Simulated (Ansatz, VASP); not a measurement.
**MnO: VASP beside Ansatz**

File INCAR:

```
SYSTEM = MnO
ALGO = Normal
EDIFF = 1E-6
ENCUT = 520
GGA = PE
ISIF = 2
ISMEAR = 0
LASPH = .TRUE.
LCHARG = .FALSE.
LDAU = .TRUE.
LDAUJ = 0 0
LDAUL = 2 -1
LDAUPRINT = 1
LDAUTYPE = 2
LDAUU = 3.9 0
LMAXMIX = 4
LREAL = .FALSE.
LWAVE = .FALSE.
NBANDS = 16
NELM = 150
PREC = Accurate
SIGMA = 0.05
```

KPOINTS

```
k-points
0
G
  12 12 12
  0 0 0
```

POSCAR

```
MnO
1.0
    0.0000000000      2.2220003343      2.2220003343
    2.2220003343      0.0000000000      2.2220003343
    2.2220003343      2.2220003343      0.0000000000
Mn O
1 1
Direct
    0.0000000000      0.0000000000      0.0000000000
    0.5000000000      0.5000000000      0.5000000000
```

Input for Ansatz:

```yaml
crystal:
  lattice:
    - [0.0, 2.2220003343, 2.2220003343]
    - [2.2220003343, 0.0, 2.2220003343]
    - [2.2220003343, 2.2220003343, 0.0]
  atoms:
    - { symbol: Mn, position: [0.0, 0.0, 0.0] }
    - { symbol: O, position: [0.5, 0.5, 0.5] }
basis:
  ecutwfc: 420
  ecutrho_ratio: 4
kpoints:
  mp_grid: { grid: [12, 12, 12] }
hamiltonian:
  xc: pbe
  hubbard: { sites: [{ species: Mn, l: d, u_eff: 3.9 }] }
scf:
  occupations: { method: gaussian, width: 0.05 }
output:
  forces: true
  stress: true
  eigenvalues: true
  populations: true
  hubbard: { sites: [{ species: Mn, l: d }] }
```

Alike in both runs: task single point; functional PBE; k mesh 12 × 12 × 12; occupations gaussian, width 0.05 eV; no spin polarisation; Hubbard terms Mn d U = 3.9 eV.

|  | VASP | Ansatz |
| --- | --- | --- |
| version | VASP 6.6.1 | Ansatz 0.2.0 |
| potentials or method | VASP PAW PBE potentials, release 64 (Mn_pv, O) | scalar-relativistic, plane waves, PAW |
| plane-wave cutoff (eV) | 520 | 420 |
| valence electrons in the cell | 19 | 21 |

```csv
,VASP,Ansatz,Ansatz less VASP
gap on the k mesh at the Fermi level (eV),none,none,-
pressure (GPa),-26.7,-27.6,-0.85
```

The programs project onto different local orbitals, so the same U acts differently. A gap of «none» marks a metal or a gap that the smearing closes. The two sets of potentials don't hold the same shells in valence. Ansatz warned: «filled_band_counts_differ_across_k_points».

Caveats: an odd number of electrons without spin polarisation forces a metal; a magnetic or distorted state may lie lower; the run has no spin polarisation, though such a crystal can be magnetic; U without spin polarisation on a metal has little footing. Spin polarisation is off, so any magnetic state and its effect on volume and gap are missing.
